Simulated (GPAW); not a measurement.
## CdO (Monteponite): relaxation of cell and atoms with PBE

CdO (Monteponite):

```
Cd O
1.0
     0.00000    2.34950    2.34950
     2.34950    0.00000    2.34950
     2.34950    2.34950    0.00000
Cd O
1 1
Direct
  0.00000 0.00000 0.00000
  0.50000 0.50000 0.50000
```

- Program: GPAW 26.7.0
- Task: relaxation of cell and atoms
- Functional: PBE
- Potentials or basis: GPAW PAW data sets (gpaw-data 1.2.1)
- Cutoff: 800 eV
- Basis: pw
- k mesh: 10 × 10 × 10
- Occupations: fermi-dirac, width 0.05 eV
- Spin: no spin polarisation
- Maxiter: 150
- Optimizer: FIRE
- Fmax: 0.01 eV/Å
- Max steps: 100
- Convergence: density=1e-05 forces=0.0001

| Item | Value |
| --- | --- |
| Relaxed volume | 13.51 Å³/atom |
| Relaxed cell | a = 3.368 Å, b = 3.368 Å, c = 3.368 Å, α = 60.00°, β = 60.00°, γ = 60.00° |
| Space group after relaxing (to 0.05 Å) | Fm-3m (No. 225) |
| Energy gained by relaxing | 9.1 meV/atom |
| Ionic steps | 12 |
| Pressure after relaxing | -0.1 GPa |
| Band gap on the k mesh | none (metal or under the smearing width) |

Step by step:
| step | energy change (eV) | largest force (eV/Å) | pressure (GPa) | volume (Å³) |
| --- | --- | --- | --- | --- |
| 1 | 0.0000 | 0.0000 | 5.55 | 25.94 |
| 2 | -0.0056 | 0.0000 | 4.53 | 26.11 |
| 3 | -0.0131 | 0.0000 | 2.76 | 26.44 |
| 4 | -0.0178 | 0.0000 | 0.64 | 26.86 |
| 5 | -0.0169 | 0.0000 | -1.43 | 27.30 |
| 6 | -0.0171 | 0.0000 | -1.37 | 27.29 |
| 7 | -0.0173 | 0.0000 | -1.26 | 27.27 |
| 8 | -0.0175 | 0.0000 | -1.10 | 27.23 |
| 9 | -0.0178 | 0.0000 | -0.90 | 27.19 |
| 10 | -0.0180 | 0.0000 | -0.66 | 27.13 |
| 11 | -0.0181 | 0.0000 | -0.40 | 27.07 |
| 12 | -0.0182 | 0.0000 | -0.11 | 27.01 |

Final structure:
```yaml
crystal:
  lattice:
    - [0.00000, 2.38149, 2.38149]
    - [2.38149, 0.00000, 2.38149]
    - [2.38149, 2.38149, 0.00000]
  atoms:
    - { symbol: Cd, position: [0.00000, 0.00000, 0.00000] }
    - { symbol: O, position: [0.50000, 0.50000, 0.50000] }
```

Levels at points of the mesh, in eV from the Fermi level:
```csv
k point,band 5,band 6,band 7,band 8,band 9,band 10,band 11,band 12,band 13,band 14
"(0.00, 0.00, 0.00)",-6.48,-6.48,-1.41,-1.41,-1.41,-0.67,14.39,16.56,16.56,16.56
"(0.50, 0.50, 0.00)",-6.11,-5.86,-4.24,-2.33,-2.33,3.55,8.16,10.93,12.76,12.76
"(0.50, 0.50, 0.50)",-6.24,-6.24,-3.86,-0.17,-0.17,4.21,6.86,11.47,11.47,17.16
```

It took 4.4 min on 1 thread of Arm Neoverse V1 (shared host), peak memory 0.28 GiB.

Caveat: later steps reuse the first step's grids; this crystal is a semiconductor, whose small gap the functional closes, so the metal is an error of the method. Zero-point motion and thermal expansion aren't in these numbers.
